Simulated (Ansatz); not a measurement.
# V2CF2 MXene monolayer in a perpendicular field, part 2 of 2

Wanted: the out-of-plane response of the V2CF2 MXene monolayer. A positive field points along +c.

Ansatz 0.2.0; plane-wave DFT, PBE-D3(BJ), Ansatz PAW (set soft_1); PAW set soft_1.

So far. Step 2 (Relaxing the slab): The lattice constant a goes from 3.012 to 2.963 Å.

## 3. Single point, field 0

A sawtooth potential applies the field, turning back in the middle of the vacuum. With the dipole correction the typed value is the field outside the slab. The induced dipole is small, so the SCF threshold is tight.

The cell differs from the one that the last finished run ended in (c 39.228 → 22.616 Å).

Input file input.yaml:

```yaml
crystal:
  lattice:
    - [2.9626264729, 0.0, 0.0]
    - [-1.4813132365, 2.5657097875, 0.0]
    - [0.0, 0.0, 22.6158767033]
  atoms:
    - { symbol: F, position: [0.3333333333, 0.6666666667, 0.3979505247] }
    - { symbol: V, position: [0.6666666667, 0.3333333333, 0.4548118102] }
    - { symbol: C, position: [0.0, 0.0, 0.5] }
    - { symbol: V, position: [0.3333333333, 0.6666666667, 0.5451881898] }
    - { symbol: F, position: [0.6666666667, 0.3333333333, 0.6020494753] }
kpoints:
  mp_grid: { grid: [18, 18, 1] }
  band_path:
    path: [[0, 0, 0], [0.5, 0, 0], [0.33333333, 0.33333333, 0], [0, 0, 0]]
    npoints: 16
hamiltonian:
  xc: pbe
  dispersion: d3bj
  pseudopotentials: { kind: paw, azcp: { folder: soft_1 } }
scf:
  occupations: { method: fermi_dirac, width: 0.02585 }
  convergence: { dr2_threshold: 1.0e-10 }
efield:
  axis: 3
  dipole_correction: true
  ramp_position: 0.97
  ramp_width: 0.06
  amplitude: 0
output:
  dos: { projected: true, e_range: [-6, 5] }
  write_potential: true
  write_density: true
  volumetric_format: npy
  elf: true
```

On the command line:

```
$ ansatz run input.yaml --threads 2 --pin off --max-ram 3072MiB --backend cpu --events-out ev --progress --plain --runs-dir out
```

Numbers of over 12 decimals in the logs are rounded to 6 here.

Log:

```text
[...]
Crystal: 5 atoms, lattice volume = 171.909 Å³
Basis set: ecut = 420 eV, 3279 PW (Γ)
Bands: 27, of which v1, the nominal top of the filled ones, is band 22 counted from 1 (21 counted from 0)
Symmetry: 6 space group operations
k-points: 37 of 324 (time reversal used)
[...]
SCF iter   1: F=—  HF=-7701.447564 eV  |F-HF|=—  |Δ(HF+E_count)|=         —  Δρ=9.09e-2  dr2=2.11e1  ethr=3.10e-3  p=0.000 e·Å  D=7.22e-14 V/Å  ΔV_dip=-0.00 eV  dr2_dipole=2.84e-10  V_vac-E_F(+/−)=7.86/7.86 eV  ⟨swp⟩=10.5  Hψ=5658  notcnv=0
efield: sawtooth ramp at fractional position 0.9700 (set: `efield.ramp_position`, or a place that a band, a saddle search or an elastic batch's reference lends), width 0.0600; the density the first Hamiltonian is built on has a dipole p = 0.000 e·Å; the dipole correction subtracts the counter field D = 7.22e-14 V/Å, which shifts the + side's vacuum level by -0.00 eV against the − side's; the planar-averaged density in the ramp window peaks in size at 1.6e-5 e/Å³
[...]
SCF iter   2: F=—  HF=-7700.934032 eV  |F-HF|=—  |Δ(HF+E_count)|=   5.14e-1  Δρ=1.06e-1  dr2=2.25e1  ethr=3.10e-3  p=-0.000 e·Å  D=-8.07e-6 V/Å  ΔV_dip=0.00 eV  dr2_dipole=1.98e-6  V_vac-E_F(+/−)=3.74/3.74 eV  ⟨swp⟩=4.0  Hψ=3036  notcnv=0  defer=12
[...]
SCF iter  11: F=-7696.378059 eV  HF=-7696.378059 eV  |F-HF|=6.09e-11  |Δ(HF+E_count)|=  4.24e-10  Δρ=1.27e-7  dr2=1.73e-11  ethr=1.00e-12  p=-0.000 e·Å  D=-2.12e-9 V/Å  ΔV_dip=0.00 eV  dr2_dipole=1.04e-13  V_vac-E_F(+/−)=5.30/5.30 eV  ⟨swp⟩=4.0  Hψ=3337  notcnv=0
SCF 1 converged in 11 iterations: F = -7696.378059 eV  dr2 = 1.73e-11
[...]
NSCF: frozen V_eff on 49 k-points
efield: sawtooth ramp at fractional position 0.9700 (kept from the solve that this one continues, or follows in the run), width 0.0600; the density the first Hamiltonian is built on has a dipole p = -0.000 e·Å; the dipole correction subtracts the counter field D = -2.12e-9 V/Å, which shifts the + side's vacuum level by +0.00 eV against the − side's; the planar-averaged density in the ramp window peaks in size at 1.6e-5 e/Å³
[...]
SCF converged after 11 iterations
Free energy (F): -7696.378059 eV
[...]
Internal energy: -7696.373253 eV  (E = F + TS)
E sigma→0 (E₀):  -7696.375656 eV
Entropy (-TS):   -0.004806 eV (-0.961 meV/atom)
Fermi energy:    0.027961 eV
Dipole field:    D = 0.000000 V/Å  (p = 0.000000 e·Å, saw-weighted, corrected)
Work function:   Φ+ = 5.2978 eV   Φ− = 5.2978 eV
Levels:          The Fermi level and band energies are counted from a zero that moves with the ramp; work functions are not
[...]
--- Band table (eV; the first three rows and the last of 37) ---
  k-point 0: bands = [... 18 lower, -3.7207, -3.7207, -1.3103, -1.3103, -0.5134, 0.5502, 0.5502, 0.8145, ... 1 higher]
  k-point 1: bands = [... 18 lower, -3.8379, -3.7564, -1.3413, -1.2524, -0.5009, 0.5250, 0.5591, 0.8088, ... 1 higher]
  k-point 2: bands = [... 18 lower, -4.1310, -3.8458, -1.4547, -1.0916, -0.4464, 0.4780, 0.5881, 0.8031, ... 1 higher]
  k-point 36: bands = [... 18 lower, -5.2643, -4.1386, -0.6396, -0.2658, -0.2658, 0.9714, 0.9714, 1.2878, ... 1 higher]
```

Run time: 23 s. Hardware: 2 threads of Arm Neoverse V1, shared host; peak memory 0.47 GiB; 46 s of CPU time.

Numbers from this step:

```
energy at zero smearing   : -7696.3757 eV
work function, upper face : 5.298 eV
dipole along the normal   : 4.42e-7 e·Å
```

Running mean over a fixed 2.7 Å (it still follows the layers) of the planar mean; the ramp of the sawtooth is left out. Table of electron's electrostatic potential energy less the Fermi level by z:

```tsv
z (Å)	electron's electrostatic potential energy less the Fermi level (eV)
3.0	5.30
3.5	5.30
4.0	5.30
4.5	5.30
5.0	5.30
5.5	5.30
6.0	5.29
6.5	5.28
7.0	5.13
7.5	4.00
8.0	1.85
8.5	-0.705
9.0	-4.22
9.5	-7.74
10.0	-10.4
10.5	-11.8
11.0	-13.1
11.5	-13.3
12.0	-12.1
12.5	-10.8
13.0	-8.49
13.5	-5.07
14.0	-1.46
14.5	1.32
15.0	3.54
15.5	5.01
16.0	5.26
16.5	5.29
17.0	5.30
17.5	5.30
18.0	5.30
18.5	5.30
19.0	5.30
19.5	5.30
```

The density of states has structure finer than the step of the table below, so its rows give means over 0.25 eV, whole bins alone (the curve runs from -6 to 0.48 eV). Peaks (eV: height): -5.280: 9.04, -4.260: 25.9, -4.180: 21.5, 0.450: 11.2.

Density of states against energy, zero at the Fermi level; means over each step:

energy (eV), density of states (states/eV a cell) and a bar:
```
    -5.50        0.0 
    -5.25        4.1 ##########
    -5.00        3.0 ########
    -4.75        2.2 #####
    -4.50        2.1 #####
    -4.25       11.8 ##############################
    -4.00        1.7 ####
    -3.75        0.4 #
    -3.50        0.0 
    -3.25        0.0 
    -3.00        0.0 
    -2.75        0.4 #
    -2.50        0.9 ##
    -2.25        1.0 ###
    -2.00        1.2 ###
    -1.75        1.5 ####
    -1.50        2.0 #####
    -1.25        1.1 ###
    -1.00        1.9 #####
    -0.75        1.4 ####
    -0.50        1.9 #####
    -0.25        1.9 #####
     0.00        1.9 #####
     0.25        2.1 #####
```

Projected DOS per atom over height of the atomic layer and energy from the Fermi level. Layers: F V C V F from below.

Ten even steps from '_' (0.00 states/eV) to '@' (2.75 states/eV), each cell a mean:
```
__++__++__
__--__--__
__--__--__
__::__::__
__::__::__
__::__::__
__::__::__
__::__::__
__..__..__
__..__..__
__..__..__
__________
__________
__________
__________
..==@@==..
..--%%--..
__..--..__
....==....
::..++..::
__________
__________
```
Columns: height of the atomic layer (Å) from 9 to 13.6 (not evenly spaced); rows upwards: energy from the Fermi level (eV) from -5.96 to 0.43.

Electronic bands along the path, in eV, zero at the Fermi level:

```tsv
point	band 19	band 20	band 21	band 22	band 23	band 24	band 25	band 26
Γ	-3.75	-3.75	-1.34	-1.34	-0.54	0.52	0.52	0.79
halfway	-4.27	-4.09	-2.08	-0.45	-0.11	0.56	0.73	0.87
M	-4.15	-4.07	-2.79	0.55	0.63	1.04	1.06	1.51
halfway	-4.82	-4.17	-1.84	0.08	0.41	0.88	1.11	1.33
K	-5.29	-4.17	-0.67	-0.29	-0.29	0.94	0.94	1.26
halfway	-4.52	-4.29	-1.46	-1.17	0.39	0.68	0.73	1.05
Γ	-3.75	-3.75	-1.34	-1.34	-0.54	0.52	0.52	0.79
```

ELF in the ca plane at fractional y = 0.333, with atoms of V and F within 0.2 Å of it. It is the smooth field of the valence electrons, not physical close to the nuclei.

Ten even steps from '0' (0.00) to '9' (0.80), each cell a mean:
```
00000000000000011212552353114898620000000000
00000000000000000026886222128989841000000000
00000000000000000037887322138879952000000000
00000000000000000015885232127999841000000000
00000000000000012211442453113787520000000000
00000000000000136641125763210122100000000000
00000000000000247752147863221000000000000000
00000000000000135631124763210233100000000000
```
Columns run along c (16.0 Å, from fractional 0.12 to 0.83 of the cell), rows up along a (3.0 Å). Atoms in or near the plane, at fractional coordinates: V at (0.45, 0.67), F at (0.60, 0.67).

Electrostatic potential energy in the ca plane at fractional y = 0.333, with atoms of V and F within 0.2 Å of it. With pseudopotentials it is smooth inside the atoms' cores, unlike the true potential.

Ten even steps from '0' (-40 eV) to '9' (5 eV), each cell a mean:
```
99999999999999999999985213688878767999999999
99999999999999999999872000378887201799999999
99999999999999999999861000278887000699999999
99999999999999999999872000488888312899999999
99999999999999999999986324788778878999999999
99999999999999999999988777877557899999999999
99999999999999999999998888876446899999999999
99999999999999999999988777877667899999999999
```
Columns run along c (16.0 Å, from fractional 0.07 to 0.78 of the cell; values clipped at the 3rd and 97th percentile), rows up along a (3.0 Å). Atoms in or near the plane, at fractional coordinates: V at (0.45, 0.67), F at (0.60, 0.67).

Valence density in the ca plane at fractional y = 0.333, with atoms of V and F within 0.2 Å of it. It is the smooth field of the valence electrons, not physical close to the nuclei.

Values in units of 1e0 e/Å³, 5 rows by 16 columns, each cell a mean:
```
0.0 0.0 0.0 0.0 0.0 0.0 0.0 0.1 2.5 1.5 0.3 0.7 1.8 0.1 0.0 0.0
0.0 0.0 0.0 0.0 0.0 0.0 0.0 0.1 8.5 4.6 0.2 2.3 7.5 0.1 0.0 0.0
0.0 0.0 0.0 0.0 0.0 0.0 0.0 0.1 2.5 1.5 0.3 0.7 1.8 0.1 0.0 0.0
0.0 0.0 0.0 0.0 0.0 0.0 0.0 0.3 0.3 0.5 0.6 0.3 0.1 0.0 0.0 0.0
0.0 0.0 0.0 0.0 0.0 0.0 0.0 0.3 0.3 0.5 0.6 0.3 0.1 0.0 0.0 0.0
```
Columns run along c (16.0 Å, from fractional 0.07 to 0.78 of the cell), rows up along a (3.0 Å). Atoms in or near the plane, at fractional coordinates: V at (0.45, 0.67), F at (0.60, 0.67).

The work function of the upper face is 5.30 eV.

## 4. Atoms held, field 0.1 V/Å

input.yaml, as its differences from that of step 3:

```diff
@@ -26,7 +26,6 @@
   dipole_correction: true
-  ramp_position: 0.97
-  ramp_width: 0.06
-  amplitude: 0
+  ramp_position: 0.9235
+  ramp_width: 0.153
+  amplitude: 0.1
 output:
-  dos: { projected: true, e_range: [-6, 5] }
   write_potential: true
@@ -34,2 +33 @@
   volumetric_format: npy
-  elf: true
```

Log:

```text
[...]
Crystal: 5 atoms, lattice volume = 171.909 Å³
Basis set: ecut = 420 eV, 3279 PW (Γ)
Bands: 27, of which v1, the nominal top of the filled ones, is band 22 counted from 1 (21 counted from 0)
Symmetry: 6 space group operations
k-points: 37 of 324 (time reversal used)
[...]
k-point 0: bands = [... 18 lower, -3.7207, -3.7207, -1.3104, -1.3104, -0.5135, 0.5501, 0.5501, 0.8144, ... 1 higher]
  k-point 1: bands = [... 18 lower, -3.8379, -3.7564, -1.3414, -1.2526, -0.5010, 0.5248, 0.5590, 0.8086, ... 1 higher]
  k-point 2: bands = [... 18 lower, -4.1311, -3.8458, -1.4549, -1.0917, -0.4465, 0.4778, 0.5880, 0.8030, ... 1 higher]
  k-point 36: bands = [... 18 lower, -5.2632, -4.1388, -0.6397, -0.2670, -0.2650, 0.9713, 0.9713, 1.2876, ... 1 higher]
[key lines of the parts left out:]
SCF converged after 11 iterations
Free energy (F): -7696.379104 eV
Fermi energy:    0.027823 eV
Dipole field:    D = 0.021999 V/Å  (p = 0.020899 e·Å, saw-weighted, corrected)
```

It took 23 s on 2 threads; peak memory 0.45 GiB; 45 s of CPU time.

The dipole is 0.0209 e·Å.

## 5. Single point, field -0.1 V/Å

input.yaml, as its differences from that of step 4:

```diff
@@ -28,3 +28,3 @@
   ramp_width: 0.153
-  amplitude: 0.1
+  amplitude: -0.1
 output:
```

Log:

```text
[...]
Crystal: 5 atoms, lattice volume = 171.909 Å³
Basis set: ecut = 420 eV, 3279 PW (Γ)
Bands: 27, of which v1, the nominal top of the filled ones, is band 22 counted from 1 (21 counted from 0)
Symmetry: 6 space group operations
k-points: 37 of 324 (time reversal used)
[...]
k-point 0: bands = [... 18 lower, -3.7207, -3.7207, -1.3104, -1.3104, -0.5135, 0.5501, 0.5501, 0.8144, ... 1 higher]
  k-point 1: bands = [... 18 lower, -3.8379, -3.7564, -1.3414, -1.2526, -0.5010, 0.5248, 0.5590, 0.8086, ... 1 higher]
  k-point 2: bands = [... 18 lower, -4.1311, -3.8458, -1.4549, -1.0917, -0.4465, 0.4778, 0.5880, 0.8030, ... 1 higher]
  k-point 36: bands = [... 18 lower, -5.2632, -4.1388, -0.6397, -0.2670, -0.2650, 0.9713, 0.9713, 1.2876, ... 1 higher]
[key lines of the parts left out:]
SCF converged after 11 iterations
Free energy (F): -7696.379104 eV
Fermi energy:    0.027823 eV
Dipole field:    D = -0.021998 V/Å  (p = -0.020899 e·Å, saw-weighted, corrected)
```

Elapsed: 22 s, on 2 threads; peak memory 0.45 GiB; 45 s of CPU time.

The dipole is -0.0209 e·Å.

## 6. Response, atoms held

This step: plane-wave DFT, PBE-D3(BJ), Ansatz PAW (set soft_1); response to a field along the normal, atoms held; PAW set soft_1 (Ansatz 0.2.0).

The dipoles give the slope, and the difference of two potentials shows where the field is screened.

Numbers from this step:

- equivalent conductor thickness p/(ε₀AE): 4.975 Å
- distance between the outer atoms: 4.616 Å

Dipole of the cell against applied field:

```tsv
applied field (V/Å)	dipole of the cell (e·Å)
-0.1000	-0.0209
0.0000	4.4e-7
0.1000	0.0209
```

Local field over the applied field, running mean. From the potentials at -0.1 and 0.1 V/Å; running mean over 2.5 Å. Local field over applied field against z:

```tsv
z (Å)	local field over applied field
4.5	1.000
5.0	1.000
5.5	0.999
6.0	0.996
6.5	0.986
7.0	0.950
7.5	0.863
8.0	0.733
8.5	0.584
9.0	0.434
9.5	0.282
10.0	0.167
10.5	0.0923
11.0	0.0507
11.5	0.0452
12.0	0.0804
12.5	0.146
13.0	0.250
13.5	0.398
14.0	0.550
14.5	0.699
15.0	0.835
15.5	0.935
16.0	0.980
16.5	0.995
17.0	0.999
17.5	1.000
18.0	1.000
18.5	1.000
```

Electrons, planar mean, per unit field. Induced electron density against z:

z (Å), induced electron density (e/Å³ per V/Å) and a bar from the least value:
```
     4.10    0.00000 ###############
     4.52    0.00000 ###############
     4.95    0.00000 ###############
     5.23    0.00000 ###############
     5.65    0.00000 ###############
     6.08    0.00002 ###############
     6.50    0.00005 ###############
     6.78    0.00011 ###############
     7.21    0.00034 ################
     7.63    0.00096 ###################
     8.06    0.00237 #########################
     8.34    0.00346 ##############################
     8.76    0.00193 #######################
     9.19    0.00191 #######################
     9.61   -0.00015 ##############
     9.89    0.00072 ##################
    10.32    0.00194 #######################
    10.74    0.00070 ##################
    11.17    0.00022 ################
    11.45   -0.00022 ##############
    11.87   -0.00070 ############
    12.30   -0.00194 #######
    12.72   -0.00072 ############
    13.00    0.00015 ################
    13.43   -0.00191 #######
    13.85   -0.00193 #######
    14.28   -0.00346 
    14.56   -0.00237 #####
    14.98   -0.00096 ###########
    15.41   -0.00034 ##############
    15.83   -0.00011 ###############
    16.11   -0.00005 ###############
    16.54   -0.00002 ###############
    16.96    0.00000 ###############
    17.39    0.00000 ###############
    17.67    0.00000 ###############
    18.09    0.00000 ###############
    18.52    0.00000 ###############
```

By hand: between -0.1 and 0.1 V/Å the dipole changes by 0.04180 e·Å, a slope of 0.2090 e·Å²/V. A perfect conductor of thickness t has p = ε₀AEt, so t = 180.95 × 0.2090 / 7.601 = 4.98 Å (e/ε₀ = 180.95 V·Å, A in Å²).

The induced dipole is that of a conductor 4.98 Å thick.

## 7. What came out

| Property | Result |
| --- | --- |
| gap without field | none |
| work function, upper face | 5.30 eV |
| equivalent conductor thickness, atoms held | 4.98 Å |

The induced dipole equals that of a perfect conductor 4.98 Å thick, while the outer atoms lie 4.62 Å apart. There is no gap over 0.03 eV, with or without the field. The first relaxation ran with spin and lost its moment, and the later runs have none; other magnetic states were not tried. The MXene's terminations sit over the metal atoms of its far layer; the site over carbon or nitrogen, which some compounds prefer, was not run.

[Logs are printed without paths, hosts, clocks, repeated set-up lines and the standing remarks that a program may print on its own settings, such as how far it seeks lower states.]

[Hosts, paths, dates, database ids (printed as entryN), source tags and the programs' standing remarks are cut or masked in the printed files.]

[Maps of the electrostatic potential energy from Ansatz leave out the sawtooth potential of an applied field or a dipole correction, so their vacuum need not be flat; planar profiles and work functions include it.]

[The density of states shown here was stored with 400 of the rows of the run's finer table, so its peaks can read low, often by over a quarter, or be missed, and its means over a window can be off by a tenth or more.]
